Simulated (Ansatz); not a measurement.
# BN: the cost of one run

Method: DFT r2SCAN, scalar-relativistic, plane waves, PAW, in Ansatz 0.2.0.

4 further runs of the same task are left out: 4 set aside as unsound or not needed.

**1. Starting point**

Symmetry: P6_3/mmc, No. 194, hexagonal system. The conventional cell has a = 2.501 Å, b = 2.501 Å, c = 6.874 Å, α = 90.00°, β = 90.00°, γ = 120.00°. B (site symmetry -6m2) has 3 N at 1.44 Å as nearest neighbours. Around N (site symmetry -6m2) lie 3 B at 1.44 Å.

Structure file:

```
B N
1.0
     2.50093    0.00000    0.00000
    -1.25046    2.16587    0.00000
     0.00000    0.00000    6.87426
B N
2 2
Direct
  0.33333 0.66667 0.25000
  0.66667 0.33333 0.75000
  0.33333 0.66667 0.75000
  0.66667 0.33333 0.25000
```

It goes back to an entry of the Materials Project.

This cell was relaxed beforehand with the same method: volume 9.31 Å³/atom, gap on the mesh 4.89 eV.

The unstrained cell was computed beforehand with the same settings: E(σ→0) = -1088.2492 eV for 4 atoms, gap 4.89 eV over the zone.

**2. Strain -2.0 %**

input.yaml reads:

```yaml
crystal:
  lattice:
    - [2.4509079424, 0.0, 0.0]
    - [-1.2254539712, 2.1766951869, 0.0]
    - [0.0, 0.0, 6.9086340119]
  atoms:
    - { symbol: B, position: [0.3333333333, 0.6666666667, 0.25] }
    - { symbol: B, position: [0.6666666667, 0.3333333333, 0.75] }
    - { symbol: "N", position: [0.3333333333, 0.6666666667, 0.75] }
    - { symbol: "N", position: [0.6666666667, 0.3333333333, 0.25] }
basis:
  ecutwfc: 500
kpoints:
  mp_grid: { grid: [12, 12, 4] }
hamiltonian:
  xc: r2scan
scf:
  occupations: { method: gaussian, width: 0.02 }
output:
  forces: true
  stress: true
  eigenvalues: true
relax:
  adjacent_minimum: "off"
  f_tol: 0.008
  max_steps: 40
  cell: { stress_tol: 0.015, fix: [a, angles] }
```

Run with:

```bash
$ ansatz run input.yaml --threads 1 --pin off --max-ram 2560MiB --backend cpu --events-out ev --progress --plain --runs-dir out
```

What time and memory should one allow on 1 thread of Arm Neoverse V1, shared host?

About 74 s, with a peak of 0.48 GiB.
